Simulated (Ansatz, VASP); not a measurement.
Cu in VASP and in Ansatz

```xyz
2
Lattice="3.0184 0.0000 0.0000 -1.5092 2.6140 0.0000 0.0000 0.0000 4.9021" Properties=species:S:1:pos:R:3 pbc="T T T"
Cu    0.0000    1.7427    1.2255
Cu    1.5092    0.8713    3.6766
```

The cell was built by a generator and needn't be a form met in nature.

Alike in both runs: task relaxation of cell and atoms; functional PBE; k mesh 13 × 13 × 7; occupations gaussian, width 0.1639 eV; no spin polarisation.

|  | VASP | Ansatz |
| --- | --- | --- |
| version | VASP 6.6.1 | Ansatz 0.2.0 |
| potentials or method | VASP PAW PBE potentials, release 64 (Cu) | PAW plane waves |
| plane-wave cutoff (eV) | 600 | 420 |
| valence electrons in the cell | 22 | 38 |

|  | VASP | Ansatz | Ansatz less VASP |
| --- | --- | --- | --- |
| relaxed volume (Å³/atom) | 12.02 | 11.96 | -0.064 |
| relaxed cell length with the largest relative difference (Å) | 2.562 | 2.557 | -0.0050 |
| energy change over the relaxation (meV/atom) | -728 | -748 | -20.0 |

The two sets of potentials don't hold the same shells in valence. Ansatz warned: «structure_snapped_to_symmetry».

Caveats: the volume moved by over 15 % at a fixed basis, so the end points are rough.
